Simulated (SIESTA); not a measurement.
PbF2 (Fluorocronite):

```
CELL_PARAMETERS angstrom
0.00000 2.96366 2.96366
2.96366 0.00000 2.96366
2.96366 2.96366 0.00000
ATOMIC_POSITIONS crystal
Pb 0.00000 0.00000 0.00000
F 0.75000 0.75000 0.75000
F 0.25000 0.25000 0.25000
```

Base run:

```yaml
Program: SIESTA 5.4.2
Functional: PBE
Potentials_or_basis: PseudoDojo 0.4 standard (PBE files)
Basis: DZP (energy shift 0.002 Ry)
Grid_cutoff: 800 Ry
Energy_shift: 0.002 Ry
k_mesh: 8 × 8 × 8
Occupations: fermi-dirac, width 0.05 eV
Spin: no spin polarisation
```

Its results: band gap on the k mesh 4.36 eV, indirect (least direct gap 4.51 eV); pressure 3.0 GPa.

The run is repeated on the same cell with these changes: functional from PBE to vdW-DF-cx. What comes out?

Band gap on the k mesh 4.34 eV, indirect (least direct gap 4.50 eV); pressure 0.4 GPa.

Caveats: semicore shells carry a single zeta, which can move pressures by several GPa and volumes by a few percent; spin-orbit coupling is left out, which as a rule narrows the gap of such compounds by several tenths of an eV; the basis of atomic orbitals isn't converged, which shifts pressures, moduli and gaps; the potentials were made for another functional, which shifts forces and pressure (some runs).

Not every run made on this cell is shown here.
